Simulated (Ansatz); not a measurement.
## Σ9 (221) boundary in fcc Pt with Ru (substitutional): structure and resistance

Aim: the relaxed structure and the specific resistance of the Σ9 (221) boundary in fcc Pt with Ru (substitutional).

Calculated with Ansatz 0.2.0; Ansatz plane-wave DFT, PBE, PAW files; relaxation of a bicrystal slab with its lowest layers held; PAW set soft_1, in the first sound run; inputs show where later runs differ.

## 1. Set-up

The cell holds 29 atoms: 28 Pt and 1 Ru. Its edges and angles: a = 2.773 Å, b = 8.319 Å, c = 29.955 Å, α = 90.0°, β = 90.0°, γ = 90.0°. It derives from Pt. built on the (2 2 1) plane; 2 overlapping atoms removed and the grains opened by 0 Å. Vacuum lies along c.

## 2. Relaxing the bicrystal

The boundary is built by mirroring the lower grain in the boundary plane and removing any atoms that overlap; then the Ru is put in at the boundary. A thin bicrystal slab is relaxed first, with the lowest layers held and the upper grain free to shift and open.

File input.yaml:

```yaml
crystal:
  lattice:
    - [2.7731313745, 0.0, 0.0]
    - [0.0, 8.3193941234, 0.0]
    - [0.0, 0.0, 29.9553666657]
  atoms:
    - { symbol: Pt, position: [0.5000000002, 0.388888889, 0.1669149991] }
    - { symbol: Pt, position: [2.0e-10, 0.6666666667, 0.1887352405] }
    - { symbol: Pt, position: [0.5000000002, 0.9444444445, 0.210555482] }
    - { symbol: Pt, position: [2.0e-10, 0.2222222223, 0.2323757234] }
    - { symbol: Pt, position: [0.5000000002, 0.5000000001, 0.2541959649] }
    - { symbol: Pt, position: [1.0e-10, 0.7777777778, 0.2760162063] }
    - { symbol: Pt, position: [0.5000000001, 0.0555555556, 0.2978364478] }
    - { symbol: Pt, position: [1.0e-10, 0.3333333334, 0.3196566892] }
    - { symbol: Pt, position: [0.5000000001, 0.6111111111, 0.3414769307] }
    - { symbol: Pt, position: [1.0e-10, 0.8888888889, 0.3632971721] }
    - { symbol: Pt, position: [0.5000000001, 0.1666666667, 0.3851174136] }
    - { symbol: Pt, position: [0.0, 0.4444444445, 0.406937655] }
    - { symbol: Pt, position: [0.5, 0.7222222222, 0.4287578965] }
    - { symbol: Ru, position: [0.0, 0.0, 0.4505781379] }
    - { symbol: Pt, position: [0.0, 0.4444444445, 0.4942186208] }
    - { symbol: Pt, position: [0.5000000001, 0.1666666667, 0.5160388623] }
    - { symbol: Pt, position: [1.0e-10, 0.8888888889, 0.5378591037] }
    - { symbol: Pt, position: [0.5000000001, 0.6111111111, 0.5596793452] }
    - { symbol: Pt, position: [1.0e-10, 0.3333333334, 0.5814995866] }
    - { symbol: Pt, position: [0.5000000001, 0.0555555556, 0.6033198281] }
    - { symbol: Pt, position: [1.0e-10, 0.7777777778, 0.6251400695] }
    - { symbol: Pt, position: [0.5000000002, 0.5000000001, 0.6469603109] }
    - { symbol: Pt, position: [2.0e-10, 0.2222222223, 0.6687805524] }
    - { symbol: Pt, position: [0.5000000002, 0.9444444445, 0.6906007938] }
    - { symbol: Pt, position: [2.0e-10, 0.6666666667, 0.7124210353] }
    - { symbol: Pt, position: [0.5000000002, 0.388888889, 0.7342412767] }
    - { symbol: Pt, position: [3.0e-10, 0.1111111112, 0.7560615182] }
    - { symbol: Pt, position: [0.5000000003, 0.8333333334, 0.7778817596] }
    - { symbol: Pt, position: [3.0e-10, 0.5555555557, 0.7997020011] }
kpoints:
  mp_grid: { grid: [8, 3, 1] }
hamiltonian:
  xc: pbe
  pseudopotentials: { kind: paw, azcp: { folder: soft_1 } }
scf:
  occupations: { method: fermi_dirac, width: 0.1 }
relax:
  f_tol: 0.03
  max_steps: 80
  constraints: [{ sites: [0, 1, 2, 3, 4] }]
```

Run with:

```sh
ansatz run input.yaml --threads 4 --pin off --max-ram 15360MiB --backend cpu --events-out ev --progress --plain --runs-dir out
```

Numbers of over 12 decimals in the logs are rounded to 6 here.

Log:

```text
Engine: ansatz 0.2.0, aarch64-unknown-linux-gnu
Pseudopotentials: kind: paw
Pseudopotential: Pt, paw, valence charge 18, recommended cutoff 420 eV (normal), soft_1/Pt.paw.azcp
Pseudopotential: Ru, paw, valence charge 16, recommended cutoff 420 eV (normal), soft_1/Ru.paw.azcp
Functional definition: PBE
  parameter kappa = 0.804
  parameter beta = 0.066725
  exchange = pbe_x(kappa = kappa, mu = beta*pi^2/3)
  correlation = pbe_c(beta = beta)
Crystal: 29 atoms, lattice volume = 691.093 Å³
Basis set: ecut = 420 eV, 13555 PW (Γ), exchange–correlation on 40×120×432 points (8 copies of the dense FFT grid, shifted against one another)
Bands: 312, of which v1, the nominal top of the filled ones, is band 260 counted from 1 (259 counted from 0)
Symmetry: 2 space group operations
Space group: Pm (ITA 6), of the structure as read, at distance tolerance 8.8e-5 Å
k-points: 10 of 24 (time reversal used)
Non-local potential: Pt, projectors of the file, l = 0: 3, l = 1: 2, l = 2: 2, l = 3: 1
Non-local potential: Ru, projectors of the file, l = 0: 3, l = 1: 2, l = 2: 2, l = 3: 1
PAW form: soft (Blöchl's): semilocal exchange-correlation on the pseudo side does not see the compensation charge
PAW one-centre angular grid: Pt, 590 points (default); XC on 64 Gauss nodes
PAW one-centre angular grid: Ru, 590 points (default); XC on 64 Gauss nodes
Initial density: superposition of atomic densities (neutral atoms: chi_scale 0, normalization atom)
Initial wavefunctions: pseudopotential atomic-orbital guess
Functional: x = pbe(κ = 0.804, μ = 0.219515), c = pbe(β = 0.066725)
SCF iter   1: F=—  HF=-356574.657802 eV  |F-HF|=—  |Δ(HF+E_count)|=         —  Δρ=7.29e-2  dr2=5.26e1  ethr=3.10e-3  ⟨swp⟩=6.0  Hψ=11224  notcnv=0  defer=86
preconditioner: auto → LDOS  [metal: Δε(μ)=0.008 eV  Ē_g=7.419 eV  σ=0.100 eV  W_gap=0.02  n_scr=200 (ndim 8)  ℏωp=24.0 eV  f_vac=0.312  D(μ)=46.95/eV (n_scr^D=530)  β→1.0]
SCF iter   2: F=—  HF=-356571.978185 eV  |F-HF|=—  |Δ(HF+E_count)|=    2.68e0  Δρ=5.91e-2  dr2=2.67e1  ethr=3.10e-3  ⟨swp⟩=3.0  Hψ=7461  notcnv=0  defer=233
SCF iter   3: F=—  HF=-356564.522158 eV  |F-HF|=—  |Δ(HF+E_count)|=    7.46e0  Δρ=1.05e-2  dr2=1.96e0  ethr=3.10e-3  ⟨swp⟩=2.0  Hψ=5921  notcnv=0  defer=260
SCF iter   4: F=—  HF=-356564.315671 eV  |F-HF|=—  |Δ(HF+E_count)|=   2.06e-1  Δρ=3.32e-3  dr2=3.62e-1  ethr=3.78e-4  ⟨swp⟩=3.0  Hψ=5676  notcnv=0  defer=249
SCF iter   5: F=—  HF=-356564.269947 eV  |F-HF|=—  |Δ(HF+E_count)|=   4.57e-2  Δρ=1.44e-3  dr2=3.70e-2  ethr=6.96e-5  ⟨swp⟩=2.0  Hψ=4357  notcnv=0  defer=249
SCF iter   6: F=—  HF=-356564.267171 eV  |F-HF|=—  |Δ(HF+E_count)|=   2.78e-3  Δρ=5.98e-4  dr2=6.40e-3  ethr=7.11e-6  ⟨swp⟩=2.0  Hψ=4363  notcnv=0  defer=249
SCF iter   7: F=—  HF=-356564.266598 eV  |F-HF|=—  |Δ(HF+E_count)|=   5.73e-4  Δρ=2.71e-4  dr2=1.68e-3  ethr=1.23e-6  ⟨swp⟩=2.0  Hψ=4322  notcnv=0  defer=249
SCF iter   8: F=—  HF=-356564.266551 eV  |F-HF|=—  |Δ(HF+E_count)|=   4.70e-5  Δρ=1.21e-4  dr2=1.86e-4  ethr=3.24e-7  ⟨swp⟩=2.0  Hψ=4129  notcnv=0  defer=249
SCF iter   9: F=—  HF=-356564.266533 eV  |F-HF|=—  |Δ(HF+E_count)|=   1.80e-5  Δρ=5.36e-5  dr2=5.39e-5  ethr=3.57e-8  ⟨swp⟩=2.0  Hψ=4173  notcnv=0  defer=249
SCF iter  10: F=-356564.266515 eV  HF=-356564.266531 eV  |F-HF|=1.59e-5  |Δ(HF+E_count)|=   1.77e-6  Δρ=2.75e-5  dr2=1.73e-5  ethr=4.33e-9  ⟨swp⟩=4.0  Hψ=9596  notcnv=0
SCF 1 converged in 10 iterations: F = -356564.266515 eV  dr2 = 1.73e-5
  greatest PAW one-centre occupation: 1.000 electrons in one spin orbital (limit 2), on the Pt atom at site 20 (counted from 0), in its partial waves of l = 0
relax step   1: F+E_penalty+E_count = -356564.26651549 eV  Δ(F+E_penalty+E_count) = +0.000e0 eV  max|allowed force component| = 1.389e0 eV/Å  Δτ_max = 0.0000 Å  (10 SCF iters, dr2 threshold 2.25e-5 eV, accepted)
Initial density: handed on by an earlier stage of this run
Initial wavefunctions: those handed on with the density
iter 1 solved again at ethr=5.82e-4 eV; its pass at ethr=3.10e-3 eV (dr2=3.03e0 eV) is discarded
SCF iter   1: F=—  HF=-356565.229028 eV  |F-HF|=—  |Δ(HF+E_count)|=         —  Δρ=1.29e-2  dr2=2.64e0  ethr=5.82e-4  ⟨swp⟩=1.2  Hψ=10495  notcnv=0  defer=245
preconditioner: auto → LDOS  [metal: Δε(μ)=0.004 eV  Ē_g=7.481 eV  σ=0.100 eV  W_gap=0.01  n_scr=200 (ndim 8)  ℏωp=24.0 eV  f_vac=0.310  D(μ)=47.13/eV (n_scr^D=530)  β→1.0]
SCF iter   2: F=—  HF=-356565.179444 eV  |F-HF|=—  |Δ(HF+E_count)|=   4.96e-2  Δρ=5.06e-3  dr2=3.76e-1  ethr=5.08e-4  ⟨swp⟩=2.0  Hψ=4529  notcnv=0  defer=245
SCF iter   3: F=—  HF=-356565.111622 eV  |F-HF|=—  |Δ(HF+E_count)|=   6.78e-2  Δρ=2.32e-3  dr2=1.71e-1  ethr=7.24e-5  ⟨swp⟩=3.1  Hψ=6388  notcnv=0  defer=245
SCF iter   4: F=—  HF=-356565.089876 eV  |F-HF|=—  |Δ(HF+E_count)|=   2.17e-2  Δρ=9.49e-4  dr2=2.61e-2  ethr=3.29e-5  ⟨swp⟩=2.0  Hψ=4225  notcnv=0  defer=245
SCF iter   5: F=—  HF=-356565.087927 eV  |F-HF|=—  |Δ(HF+E_count)|=   1.95e-3  Δρ=3.33e-4  dr2=3.20e-3  ethr=5.02e-6  ⟨swp⟩=2.1  Hψ=4372  notcnv=0  defer=245
SCF iter   6: F=—  HF=-356565.087723 eV  |F-HF|=—  |Δ(HF+E_count)|=   2.04e-4  Δρ=1.49e-4  dr2=5.17e-4  ethr=6.15e-7  ⟨swp⟩=2.1  Hψ=4277  notcnv=0  defer=245
SCF iter   7: F=—  HF=-356565.087696 eV  |F-HF|=—  |Δ(HF+E_count)|=   2.64e-5  Δρ=6.90e-5  dr2=1.05e-4  ethr=9.95e-8  ⟨swp⟩=1.9  Hψ=3515  notcnv=0  defer=245
SCF iter   8: F=-356565.087675 eV  HF=-356565.087694 eV  |F-HF|=1.96e-5  |Δ(HF+E_count)|=   1.93e-6  Δρ=3.26e-5  dr2=2.17e-5  ethr=1.92e-8  ⟨swp⟩=2.7  Hψ=9342  notcnv=0
SCF 2 converged in 8 iterations: F = -356565.087675 eV  dr2 = 2.17e-5
  greatest PAW one-centre occupation: 1.000 electrons in one spin orbital (limit 2), on the Pt atom at site 11 (counted from 0), in its partial waves of l = 0
relax step   2: F+E_penalty+E_count = -356565.08767473 eV  Δ(F+E_penalty+E_count) = -8.212e-1 eV  max|allowed force component| = 5.125e-1 eV/Å  Δτ_max = 0.1948 Å  (8 SCF iters, dr2 threshold 1.00e-4 eV, accepted)
SCF iter   1: F=—  HF=-356565.267499 eV  |F-HF|=—  |Δ(HF+E_count)|=         —  Δρ=8.52e-3  dr2=6.38e-1  ethr=2.47e-3  ⟨swp⟩=4.1  Hψ=6344  notcnv=0  defer=244
preconditioner: auto → LDOS  [metal: Δε(μ)=0.014 eV  Ē_g=7.463 eV  σ=0.100 eV  W_gap=0.03  n_scr=200 (ndim 8)  ℏωp=24.0 eV  f_vac=0.309  D(μ)=47.59/eV (n_scr^D=538)  β→1.0]
SCF iter   2: F=—  HF=-356565.236457 eV  |F-HF|=—  |Δ(HF+E_count)|=   3.10e-2  Δρ=3.26e-3  dr2=1.41e-1  ethr=1.23e-4  ⟨swp⟩=2.0  Hψ=5512  notcnv=0  defer=245
SCF iter   3: F=—  HF=-356565.202911 eV  |F-HF|=—  |Δ(HF+E_count)|=   3.35e-2  Δρ=9.75e-4  dr2=1.69e-2  ethr=2.71e-5  ⟨swp⟩=3.5  Hψ=6934  notcnv=0  defer=245
SCF iter   4: F=—  HF=-356565.200044 eV  |F-HF|=—  |Δ(HF+E_count)|=   2.87e-3  Δρ=3.26e-4  dr2=1.56e-3  ethr=3.25e-6  ⟨swp⟩=2.3  Hψ=4774  notcnv=0  defer=245
SCF iter   5: F=—  HF=-356565.199922 eV  |F-HF|=—  |Δ(HF+E_count)|=   1.23e-4  Δρ=1.36e-4  dr2=4.41e-4  ethr=3.00e-7  ⟨swp⟩=2.0  Hψ=4417  notcnv=0  defer=245
SCF iter   6: F=—  HF=-356565.199901 eV  |F-HF|=—  |Δ(HF+E_count)|=   2.10e-5  Δρ=7.12e-5  dr2=8.55e-5  ethr=8.49e-8  ⟨swp⟩=2.0  Hψ=4222  notcnv=0  defer=245
SCF iter   7: F=—  HF=-356565.199894 eV  |F-HF|=—  |Δ(HF+E_count)|=   6.39e-6  Δρ=3.42e-5  dr2=1.88e-5  ethr=1.65e-8  ⟨swp⟩=2.0  Hψ=4343  notcnv=0  defer=245
SCF iter   8: F=-356565.199888 eV  HF=-356565.199893 eV  |F-HF|=4.94e-6  |Δ(HF+E_count)|=   1.12e-6  Δρ=1.62e-5  dr2=5.45e-6  ethr=3.16e-9  ⟨swp⟩=4.0  Hψ=8619  notcnv=0
SCF 3 converged in 8 iterations: F = -356565.199888 eV  dr2 = 5.45e-6
relax step   3: F+E_penalty+E_count = -356565.19988825 eV  Δ(F+E_penalty+E_count) = -1.122e-1 eV  max|allowed force component| = 1.836e-1 eV/Å  Δτ_max = 0.1319 Å  (8 SCF iters, dr2 threshold 1.64e-5 eV, accepted)
[...]
relax step   4: F+E_penalty+E_count = -356565.22504189 eV  Δ(F+E_penalty+E_count) = -2.515e-2 eV  max|allowed force component| = 1.688e-1 eV/Å  Δτ_max = 0.1962 Å  (9 SCF iters, dr2 threshold 4.33e-6 eV, accepted)
[...]
relax step   5: F+E_penalty+E_count = -356565.23995884 eV  Δ(F+E_penalty+E_count) = -1.492e-2 eV  max|allowed force component| = 5.374e-2 eV/Å  Δτ_max = 0.0740 Å  (7 SCF iters, dr2 threshold 3.66e-6 eV, accepted)
[...]
relax step   6: F+E_penalty+E_count = -356565.25166035 eV  Δ(F+E_penalty+E_count) = -1.170e-2 eV  max|allowed force component| = 4.413e-2 eV/Å  Δτ_max = 0.1421 Å  (10 SCF iters, accepted)
[...]
relax step   7: F+E_penalty+E_count = -356565.25541592 eV  Δ(F+E_penalty+E_count) = -3.756e-3 eV  max|allowed force component| = 3.699e-2 eV/Å  Δτ_max = 0.0967 Å  (10 SCF iters, accepted)
[...]
relax step   8: F+E_penalty+E_count = -356565.25603850 eV  Δ(F+E_penalty+E_count) = -6.226e-4 eV  max|allowed force component| = 9.199e-3 eV/Å  Δτ_max = 0.0265 Å  (7 SCF iters, dr2 threshold 9.23e-7 eV, accepted)
iter 1 solved again at ethr=8.81e-11 eV; its pass at ethr=3.10e-3 eV (dr2=4.58e-7 eV) is discarded
SCF iter   1: F=—  HF=-356565.255947 eV  |F-HF|=—  |Δ(HF+E_count)|=         —  Δρ=5.33e-6  dr2=4.59e-7  ethr=8.81e-11  ⟨swp⟩=1.5  Hψ=7309  notcnv=0  defer=244
preconditioner: auto → LDOS  [metal: Δε(μ)=0.007 eV  Ē_g=7.448 eV  σ=0.100 eV  W_gap=0.02  n_scr=200 (ndim 8)  ℏωp=24.0 eV  f_vac=0.308  D(μ)=48.08/eV (n_scr^D=546)  β→1.0]
SCF iter   2: F=—  HF=-356565.256039 eV  |F-HF|=—  |Δ(HF+E_count)|=   9.15e-5  Δρ=2.59e-6  dr2=1.23e-7  ethr=8.81e-11  ⟨swp⟩=2.0  Hψ=4351  notcnv=0  defer=244
SCF iter   3: F=—  HF=-356565.256039 eV  |F-HF|=—  |Δ(HF+E_count)|=   1.01e-8  Δρ=2.32e-6  dr2=1.18e-7  ethr=1.92e-11  ⟨swp⟩=4.9  Hψ=10345  notcnv=0
SCF iter   4: F=-356565.256039 eV  HF=-356565.256039 eV  |F-HF|=3.26e-9  |Δ(HF+E_count)|=   2.36e-8  Δρ=4.93e-7  dr2=2.88e-9  ethr=1.92e-11  ⟨swp⟩=2.0  Hψ=9383  notcnv=0
SCF 9 converged in 4 iterations: F = -356565.256039 eV  dr2 = 2.88e-9
relax step   9: F+E_penalty+E_count = -356565.25603889 eV  Δ(F+E_penalty+E_count) = -3.858e-7 eV  max|allowed force component| = 9.231e-3 eV/Å  Δτ_max = 0.0000 Å  (4 SCF iters, accepted)
SCF converged after 4 iterations
Free energy (F): -356565.256039 eV
Harris-Foulkes:  -356565.256039 eV  (|F-HF|=3.26e-9)
Internal energy: -356563.706851 eV  (E = F + TS)
E sigma→0 (E₀):  -356564.481445 eV
Entropy (-TS):   -1.549188 eV (-53.420 meV/atom)
Fermi energy:    12.664836 eV
--- Per-component energies (eV) ---
  E_band       = -9085.436726
  E_kinetic    = 17143.110041
  E_local      = -626841.190505  (includes V_loc(G=0)·N_el)
  E_nonlocal   = 6119.516960
  E_hartree    = 305729.128229
  E_xc         = -6658.026481
  E_vxc        = -7789.808445  (∫ρ·V_xc dr)
  E_paw        = -269047.798227  (= ΣΔE_a)
  E_vpaw       = -9175.342631  (= ΣTr[D̂ρ^β])
  E_aug_tail   = 0.032259  (compensation charges beyond the density's cutoff)
  E_ewald      = 216991.520873
  E_smearing   = -1.549188  (= −TS)
  E_closure    = 0.000000  (closes the sum)
  Σ components = -356565.256039   (vs F -356565.256039, Δ=0.00e0)
--- Forces (eV/Å), atoms counted from 1 ---
  atom   1  Pt     0.00000000     0.36562582     0.49473099
  atom   2  Pt    -0.00000000     0.37870276    -0.32317432
  atom   3  Pt    -0.00000000    -0.26961687    -0.16237111
  atom   4  Pt    -0.00000000    -0.60107117    -0.54303722
  atom   5  Pt     0.00000000     0.12241124     0.53927500
  atom   6  Pt    -0.00000000    -0.00224341    -0.00049421
  atom   7  Pt    -0.00000000     0.00075044    -0.00787274
  atom   8  Pt    -0.00000000     0.00546984    -0.00209209
  atom   9  Pt     0.00000000     0.00146678     0.00143763
  atom  10  Pt     0.00000000    -0.00352055     0.00149175
  atom  11  Pt    -0.00000000    -0.00205065     0.00135778
  atom  12  Pt    -0.00000000     0.00212538    -0.00497928
  atom  13  Pt    -0.00000000    -0.00424718     0.00520922
  atom  14  Ru     0.00000000     0.00542311    -0.00394728
  atom  15  Pt     0.00000000     0.00102546    -0.00122513
  atom  16  Pt    -0.00000000     0.00199075     0.00135394
  atom  17  Pt    -0.00000000     0.00490277     0.00923063
  atom  18  Pt     0.00000000    -0.00081287    -0.00163823
  atom  19  Pt     0.00000000    -0.00609632    -0.00015537
  atom  20  Pt     0.00000000    -0.00142893    -0.00235451
  atom  21  Pt    -0.00000000    -0.00141478    -0.00031456
  atom  22  Pt     0.00000000    -0.00185281     0.00106024
  atom  23  Pt    -0.00000000    -0.00197860    -0.00079377
  atom  24  Pt    -0.00000000     0.00080183     0.00299976
  atom  25  Pt     0.00000000     0.00144169     0.00060503
  atom  26  Pt     0.00000000    -0.00041030     0.00009754
  atom  27  Pt     0.00000000     0.00109832     0.00063957
  atom  28  Pt     0.00000000     0.00153305    -0.00028372
  atom  29  Pt    -0.00000000     0.00195323    -0.00478501
  max |Σ_I F_I| component: 2.95e-5 eV/Å
--- Relaxed structure (9 steps of the walk, 9 accepted, 0 SCFs on fresh bases) ---
  F+E_penalty+E_count = -356565.25603889 eV   max|allowed force component| = 9.231e-3 eV/Å
  atoms:
    - { symbol: Pt, position: [0.5, 0.388888889, 0.166915] }
    - { symbol: Pt, position: [0.0, 0.666667, 0.188735] }
    - { symbol: Pt, position: [0.5, 0.944444, 0.210555] }
    - { symbol: Pt, position: [0.0, 0.2222222223, 0.232376] }
    - { symbol: Pt, position: [0.5, 0.500000, 0.254196] }
    - { symbol: Pt, position: [2.7749469013507278e-18, 0.784433, 0.278330] }
    - { symbol: Pt, position: [0.5, 0.063383, 0.301249] }
    - { symbol: Pt, position: [3.98833192258661e-18, 0.340122, 0.322982] }
    - { symbol: Pt, position: [0.5, 0.624673, 0.343202] }
    - { symbol: Pt, position: [7.342471597111166e-18, 0.902023, 0.369420] }
    - { symbol: Pt, position: [0.5, 0.182124, 0.394080] }
    - { symbol: Pt, position: [2.1315196781014396e-18, 0.459225, 0.408715] }
    - { symbol: Pt, position: [0.5, 0.738965, 0.438367] }
    - { symbol: Ru, position: [3.3472895123461323e-18, 0.014270, 0.453369] }
    - { symbol: Pt, position: [-1.0749001693896435e-18, 0.511267, 0.493322] }
    - { symbol: Pt, position: [0.5, 0.221168, 0.508470] }
    - { symbol: Pt, position: [-2.266993522331404e-18, 0.948203, 0.535969] }
    - { symbol: Pt, position: [0.5, 0.677933, 0.557260] }
    - { symbol: Pt, position: [-3.017303958252271e-18, 0.391526, 0.578984] }
    - { symbol: Pt, position: [0.5, 0.115825, 0.603704] }
    - { symbol: Pt, position: [4.316682179298862e-19, 0.831041, 0.625500] }
    - { symbol: Pt, position: [0.5, 0.547544, 0.647318] }
    - { symbol: Pt, position: [3.8375784417540044e-18, 0.274774, 0.671980] }
    - { symbol: Pt, position: [0.5, 0.994958, 0.692064] }
    - { symbol: Pt, position: [7.7500777129940775e-19, 0.707422, 0.713067] }
    - { symbol: Pt, position: [0.5, 0.422478, 0.742580] }
    - { symbol: Pt, position: [1.4206779015447884e-17, 0.150686, 0.763068] }
    - { symbol: Pt, position: [0.500000, 0.882924, 0.781221] }
    - { symbol: Pt, position: [6.670453300827141e-18, 0.612666, 0.800424] }
```

Run time: 12 min. Hardware: 4 threads of Arm Neoverse V1, shared host; peak memory 4.4 GiB; 50 min of CPU time.

The steps of the relaxation:

```tsv
step	energy less that of the first step (eV)	largest force component (eV/Å)
1	0.0000	1.3892
2	-0.8212	0.5125
3	-0.9334	0.1836
4	-0.9585	0.1688
5	-0.9734	0.0537
6	-0.9851	0.0441
7	-0.9889	0.0370
8	-0.9895	0.0092
9	-0.9895	0.0092
```

Forces are held to the 2 operations that the run works with; a distortion that breaks them can't arise in this run.

The atoms that moved most (Å):

```tsv
atom	dx	dy	dz	length
Pt18	0.000	0.556	-0.072	0.561
Pt15	0.000	0.556	-0.027	0.557
Pt16	0.000	0.453	-0.227	0.507
Pt20	0.000	0.501	0.012	0.502
Pt17	0.000	0.493	-0.057	0.497
Pt19	0.000	0.484	-0.075	0.490
Pt29	0.000	0.475	0.022	0.476
Pt23	0.000	0.437	0.096	0.448
```

Final coordinates:

```cif
data_structure
_symmetry_space_group_name_H-M 'P 1'
_symmetry_Int_Tables_number 1
_cell_length_a 2.7731
_cell_length_b 8.3194
_cell_length_c 29.9554
_cell_angle_alpha 90.000
_cell_angle_beta 90.000
_cell_angle_gamma 90.000
_cell_volume 691.09
loop_
_atom_site_label
_atom_site_type_symbol
_atom_site_fract_x
_atom_site_fract_y
_atom_site_fract_z
_atom_site_occupancy
Pt1 Pt 0.50000 0.38889 0.16691 1
Pt2 Pt 0.00000 0.66667 0.18874 1
Pt3 Pt 0.50000 0.94444 0.21056 1
Pt4 Pt 0.00000 0.22222 0.23238 1
Pt5 Pt 0.50000 0.50000 0.25420 1
Pt6 Pt 0.00000 0.78443 0.27833 1
Pt7 Pt 0.50000 0.06338 0.30125 1
Pt8 Pt 0.00000 0.34012 0.32298 1
Pt9 Pt 0.50000 0.62467 0.34320 1
Pt10 Pt 0.00000 0.90202 0.36942 1
Pt11 Pt 0.50000 0.18212 0.39408 1
Pt12 Pt 0.00000 0.45922 0.40872 1
Pt13 Pt 0.50000 0.73896 0.43837 1
Ru14 Ru 0.00000 0.01427 0.45337 1
Pt15 Pt 0.00000 0.51127 0.49332 1
Pt16 Pt 0.50000 0.22117 0.50847 1
Pt17 Pt 0.00000 0.94820 0.53597 1
Pt18 Pt 0.50000 0.67793 0.55726 1
Pt19 Pt 0.00000 0.39153 0.57898 1
Pt20 Pt 0.50000 0.11583 0.60370 1
Pt21 Pt 0.00000 0.83104 0.62550 1
Pt22 Pt 0.50000 0.54754 0.64732 1
Pt23 Pt 0.00000 0.27477 0.67198 1
Pt24 Pt 0.50000 0.99496 0.69206 1
Pt25 Pt 0.00000 0.70742 0.71307 1
Pt26 Pt 0.50000 0.42248 0.74258 1
Pt27 Pt 0.00000 0.15069 0.76307 1
Pt28 Pt 0.50000 0.88292 0.78122 1
Pt29 Pt 0.00000 0.61267 0.80042 1
```

Numbers from this step:

* free energy: -356565.2560 eV
* energy at zero smearing: -356564.4814 eV
* Fermi energy: 12.66 eV

The largest force component on a free atom ends at 0.0092 eV/Å, under the tolerance of 0.03, after 9 steps.

(Part 1 of 2 ends here.)

[Logs are printed without paths, hosts, clocks, repeated set-up lines and the standing remarks that a program may print on its own settings, such as how far it seeks lower states.]

[Hosts, paths, dates, database ids (printed as entryN), source tags and the programs' standing remarks are cut or masked in the printed files.]
